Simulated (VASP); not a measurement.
A run of VASP 6.6.1 is set up as follows.

The input POSCAR:

```
MoS2
1.0
    1.5800000000      0.9122134253      6.1500000000
   -1.5800000000      0.9122134253      6.1500000000
    0.0000000000     -1.8244268506      6.1500000000
Mo S
1 2
Direct
    0.0000000000      0.0000000000      0.0000000000
    0.4170000000      0.4170000000      0.4170000000
    0.2500000000      0.2500000000      0.2500000000
```

Contents of INCAR.step1:

```
SYSTEM = MoS2
PREC     = Accurate       ! precision mode
ENCUT    = 520            ! plane-wave cutoff, eV
EDIFF    = 1E-5           ! SCF threshold, eV
ISMEAR   = 0              ! smearing method
SIGMA    = 0.02           ! smearing width, eV
LREAL    = .False.        ! projectors in reciprocal space
LASPH    = .True.         ! aspherical terms in the spheres
NELM     = 80             ! most SCF steps
ALGO     = Normal         ! electronic algorithm
ISIF     = 2              ! what is computed and relaxed
LWAVE    = .True.         ! write WAVECAR
LCHARG   = .False.        ! write CHGCAR
LMAXMIX  = 4              ! l up to which the mixer works
GGA      = PE             ! functional
```

The input INCAR.step2:

```
SYSTEM = MoS2
PREC     = Accurate       ! precision mode
ENCUT    = 520            ! plane-wave cutoff, eV
EDIFF    = 1E-6           ! SCF threshold, eV
ISMEAR   = 0              ! smearing method
SIGMA    = 0.02           ! smearing width, eV
LREAL    = .False.        ! projectors in reciprocal space
LASPH    = .True.         ! aspherical terms in the spheres
NELM     = 80             ! most SCF steps
ALGO     = Normal         ! electronic algorithm
ISIF     = 2              ! what is computed and relaxed
LWAVE    = .False.        ! write WAVECAR
LCHARG   = .False.        ! write CHGCAR
LMAXMIX  = 4              ! l up to which the mixer works
METAGGA  = MBJ            ! meta-GGA
ISTART   = 1
```

File KPOINTS:

```
regular mesh
0
Gamma
  10 10 10
  0 0 0
```

Contents of KPOINTS_OPT:

```
path GLB1,BZGX,QFP1Z,LP
20
line-mode
reciprocal
 0.0000000000  0.0000000000  0.0000000000  G
 0.5000000000  0.0000000000  0.0000000000  L

 0.5000000000  0.0000000000  0.0000000000  L
 0.5000000000  0.1813340090 -0.1813340090  B1

 0.8186659910  0.5000000000  0.1813340090  B
 0.5000000000  0.5000000000  0.5000000000  Z

 0.5000000000  0.5000000000  0.5000000000  Z
 0.0000000000  0.0000000000  0.0000000000  G

 0.0000000000  0.0000000000  0.0000000000  G
 0.3406670045  0.0000000000 -0.3406670045  X

 0.6593329955  0.3406670045  0.0000000000  Q
 0.5000000000  0.5000000000  0.0000000000  F

 0.5000000000  0.5000000000  0.0000000000  F
 0.6593329955  0.6593329955  0.1813340090  P1

 0.6593329955  0.6593329955  0.1813340090  P1
 0.5000000000  0.5000000000  0.5000000000  Z

 0.5000000000  0.0000000000  0.0000000000  L
 0.8186659910  0.3406670045  0.3406670045  P
```

Potentials or basis: VASP PAW PBE potentials, release 64 (Mo_sv, S).

Launch:

```sh
$ cat potpaw_PBE.64/Mo_sv/POTCAR potpaw_PBE.64/S/POTCAR > POTCAR
$ cp INCAR.step1 INCAR
$ mpirun -np 1 vasp_std > vasp.out
$ cp INCAR.step2 INCAR
$ mpirun -np 1 vasp_std > vasp.out
```

Task: Predict the band gap along the path.

Result: 1.04 eV, indirect (least direct gap 1.72 eV).

Task: Estimate the band gap on the k mesh.

Result: 1.15 eV, indirect (least direct gap 1.95 eV).

Levels at the corners of the path, in eV from the valence-band top:
```
point  band 10  band 11  band 12  band 13  band 14  band 15  band 16  band 17
    Γ    -2.41    -2.41    -1.40    -1.03     2.22     2.22     2.53     2.53
    L    -4.11    -2.41    -1.77    -1.32     1.68     2.15     3.72     3.74
    L    -4.11    -2.41    -1.77    -1.32     1.68     2.15     3.72     3.74
   B1    -4.36    -3.75    -2.88    -0.70     1.07     2.66     3.10     4.38
    B    -4.36    -3.75    -2.88    -0.70     1.07     2.66     3.10     4.38
    Z    -3.43    -2.39    -2.39     0.00     2.31     2.31     2.41     2.41
    Z    -3.43    -2.39    -2.39     0.00     2.31     2.31     2.41     2.41
    Γ    -2.41    -2.41    -1.40    -1.03     2.22     2.22     2.53     2.53
    Γ    -2.41    -2.41    -1.40    -1.03     2.22     2.22     2.53     2.53
    X    -4.37    -3.68    -2.93    -0.68     1.04     2.66     3.09     4.39
    Q    -4.37    -3.68    -2.93    -0.68     1.04     2.66     3.09     4.39
    F    -4.04    -2.94    -1.93    -1.17     1.64     2.24     3.32     4.11
    F    -4.04    -2.94    -1.93    -1.17     1.64     2.24     3.32     4.11
   P1    -4.05    -2.82    -1.89    -1.20     1.64     2.26     3.38     4.01
   P1    -4.05    -2.82    -1.89    -1.20     1.64     2.26     3.38     4.01
    Z    -3.43    -2.39    -2.39     0.00     2.31     2.31     2.41     2.41
    L    -4.11    -2.41    -1.77    -1.32     1.68     2.15     3.72     3.74
    P    -4.05    -2.82    -1.89    -1.20     1.64     2.26     3.38     4.01
```

Caveat: the mesh misses the band edges, which the band path finds closer together.
